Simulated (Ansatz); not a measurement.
A relaxation computed with Ansatz, from input to last step.

```yaml
crystal:
  lattice:
    - [2.7341, 0.0, 0.0]
    - [-1.36705, 2.3678000565, 0.0]
    - [0.0, 0.0, 4.3197]
  atoms:
    - { symbol: Os, position: [0.3333333333, 0.6666666667, 0.25] }
    - { symbol: Os, position: [0.6666666667, 0.3333333333, 0.75] }
basis:
  ecutwfc: 420
kpoints:
  mp_grid: { grid: [18, 18, 10] }
hamiltonian:
  xc: pbesol
scf:
  occupations: { method: gaussian, width: 0.1 }
output:
  forces: true
  stress: true
  eigenvalues: true
relax:
  adjacent_minimum: "off"
  f_tol: 0.005
  max_steps: 80
  cell: { stress_tol: 0.05 }
```

```bash
ansatz run input.yaml --threads 1 --pin off --max-ram 2560MiB --backend cpu --events-out ev --progress --plain --runs-dir out
```

All numbers below come from Ansatz, DFT PBEsol, scalar-relativistic, plane waves, PAW.

Of 5 frames 4 are shown, positions in Å and forces in eV/Å; the SCF threshold varies from step to step. Steps run on the plane waves of an earlier cell, with a Pulay correction in the pressure. The basis is chosen afresh for the last frame, the zero of the energies, and at times for earlier ones too; energy and pressure step there, also at an unchanged geometry. The mark taken_back stands on steps that the optimiser undid.

```xyz
2
Lattice="2.7341 0.0000 0.0000 -1.3671 2.3678 0.0000 0.0000 0.0000 4.3197" Properties=species:S:1:pos:R:3:forces:R:3 pbc="T T T" step=1 free_energy_over_end_meV_per_atom=0.80 pressure_GPa=-2.76
Os    0.0000    1.5785    1.0799    0.0000    0.0000    0.0000
Os    1.3671    0.7893    3.2398    0.0000    0.0000    0.0000
2
Lattice="2.7126 0.0000 0.0000 -1.3563 2.3492 0.0000 0.0000 0.0000 4.2998" Properties=species:S:1:pos:R:3:forces:R:3 pbc="T T T" step=2 free_energy_over_end_meV_per_atom=3.55 pressure_GPa=6.14 taken_back
Os    0.0000    1.5661    1.0750    0.0000    0.0000    0.0000
Os    1.3563    0.7831    3.2248    0.0000    0.0000    0.0000
2
Lattice="2.7274 0.0000 0.0000 -1.3637 2.3620 0.0000 0.0000 0.0000 4.3134" Properties=species:S:1:pos:R:3:forces:R:3 pbc="T T T" step=3 free_energy_over_end_meV_per_atom=-0.04 pressure_GPa=-0.07
Os    0.0000    1.5747    1.0783    0.0000    0.0000    0.0000
Os    1.3637    0.7873    3.2350    0.0000    0.0000    0.0000
2
Lattice="2.7272 0.0000 0.0000 -1.3636 2.3618 0.0000 0.0000 0.0000 4.3132" Properties=species:S:1:pos:R:3:forces:R:3 pbc="T T T" step=5 free_energy_over_end_meV_per_atom=0.00 pressure_GPa=0.01
Os    0.0000    1.5746    1.0783    0.0000    0.0000    0.0000
Os    1.3636    0.7873    3.2349    0.0000    0.0000    0.0000
```

The run took 66 s on 1 thread of Intel(R) Xeon(R) Processor @ 2.50GHz (Skylake/Cascade Lake), on a shared host, peak memory 0.41 GiB.

Spin–orbit coupling is left out, which can shift energies with elements as heavy as these.